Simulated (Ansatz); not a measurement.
Level of theory: DFT, r²SCAN, scalar-relativistic, no spin polarisation; plane waves to 500 eV with PAW datasets (Ansatz 0.2.0), 12×12×6 k-mesh, Gaussian smearing of 0.05 eV. The datasets are Ansatz's generated set soft_2.

The calculation on XS2, where X is one element, gave:

| Quantity | Value |
| --- | --- |
| Space group | P-3m1 (No. 164) |
| Conventional cell | a = 3.425 Å, b = 3.425 Å, c = 5.966 Å, α = 90.00°, β = 90.00°, γ = 120.00° |
| Volume | 20.20 Å³/atom |
| Band gap | 0.22 eV |
| Smallest direct gap | 0.63 eV |
| Bader charges | X 1.86; S -0.93 e |
| Formation energy from the elements (0 K, uncorrected) | -1.50 eV/atom |
| Shear modulus (Hill) | 23 GPa |
| Young's modulus | 56 GPa |
| Poisson's ratio | 0.20 |
| Elastically stable | yes |

Sites: X on 1a, S on 2d.

Problem. Which element is X?
A. Ti
B. Cr
C. Ca
D. V

Solution. A. X is Ti, so the compound is TiS2.

The compound is reported in the structure type of the start.

The structure is built of weakly bound layers, and this functional has no dispersion term, so their spacing and all that hangs on it (volume, the soft elastic constants, low modes, dielectric constants) are poorly given.
